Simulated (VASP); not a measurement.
A run of VASP 6.6.1 is set up as follows.

The input INCAR:

```
  PREC = Accurate
  ENCUT = 600
  EDIFF = 1E-7
  ISMEAR = 0
  SIGMA = 0.1
  LREAL = False
  LASPH = True
  NELM = 100
  ALGO = Fast
  ISIF = 3
  LWAVE = False
  LCHARG = False
  GGA = PE
  IBRION = 2
  NSW = 90
  EDIFFG = -0.005
```

KPOINTS

```
Automatic mesh
0
Gamma
  15 15 15
```

The input POSCAR:

```
As
1.0
    1.8797500000      1.0852741700      3.4857666700
   -1.8797500000      1.0852741700      3.4857666700
    0.0000000000     -2.1705483400      3.4857666700
As
2
Direct
    0.2275400000      0.2275400000      0.2275400000
    0.7724600000      0.7724600000      0.7724600000
```

Potentials or basis: VASP PAW PBE potentials, release 64 (As).

The run is started by

```bash
$ cat potpaw_PBE.64/As/POTCAR > POTCAR
$ mpirun -np 1 vasp_std > vasp.out
```

(1) Predict the relaxed volume.

(2) Estimate the band gap on the k mesh.

## Answers

(1) 22.72 Å³/atom.

(2) none (metal or under the smearing width).
